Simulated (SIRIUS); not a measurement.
Runs of SIRIUS 7.12.0 on CrCuO2. The structure is trigonal, space group R-3m (No. 166). Conventional cell: a = 2.973 Å, b = 2.973 Å, c = 17.100 Å, α = 90.00°, β = 90.00°, γ = 120.00°. Cu (site symmetry -3m) is surrounded by 2 O at 1.85 Å. Around Cr (site symmetry -3m) lie 6 O at 1.99 Å. Around O (site symmetry 3m) lie 1 Cu at 1.85 Å and 3 Cr at 1.99 Å. 

| level | potentials or basis | spin | U | k mesh | form of the Hubbard term | hubbard projectors | start of the occupations | mesh quality | pressure (GPa) | moment (μB) | largest force (eV/Å) |
| --- | --- | --- | --- | --- | --- | --- | --- | --- | --- | --- | --- |
| PBEsol+U | PseudoDojo 0.4.1 PBE standard (scalar relativistic) | collinear, antiferromagnetic start | Cr d U = 6 eV, Cu d U = 6 eV | 4 × 4 × 4 | simplified (Dudarev) | orthogonalised atomic orbitals | the program's own | coarse | 3.3 | 3.00 | 0.16 |
| PBEsol | PseudoDojo 0.4.1 PBEsol standard (scalar relativistic) | collinear, ferromagnetic start | - | 10 × 10 × 10 | - | - | - | not flagged | -3.8 | 3.00 | 0.08 |
| PBEsol | PseudoDojo 0.4.1 PBE standard (scalar relativistic) | collinear, antiferromagnetic start | - | 4 × 4 × 4 | - | - | - | coarse | -3.5 | 3.00 | (b) |
| PBEsol+U | PseudoDojo 0.4.1 PBE standard (scalar relativistic) | collinear, antiferromagnetic start | Cr d U = 4 eV, Cu d U = 4 eV | 4 × 4 × 4 | simplified (Dudarev) | orthogonalised atomic orbitals | the program's own | coarse | 1.0 | 3.00 | 0.13 |
| PBEsol+U | PseudoDojo 0.4.1 PBE standard (scalar relativistic) | collinear, antiferromagnetic start | Cr d U = 8 eV, Cu d U = 8 eV | 4 × 4 × 4 | simplified (Dudarev) | orthogonalised atomic orbitals | the program's own | coarse | (a) | 3.00 | 0.19 |
| PBEsol+U | PseudoDojo 0.4.1 PBE standard (scalar relativistic) | collinear, antiferromagnetic start | Cr d U = 2 eV, Cu d U = 2 eV | 4 × 4 × 4 | simplified (Dudarev) | orthogonalised atomic orbitals | the program's own | coarse | -1.3 | 3.00 | 0.10 |

Alike in all rows: task single point; cell as given; cutoff (eV) 1280; smearing fermi-dirac 0.05 eV.

Problem. Estimate the missing entries.

Solution. (a) 5.7; (b) 0.09.

Caveats: some runs use coarse meshes; the potentials were made for another functional, which shifts forces and pressure (some runs).
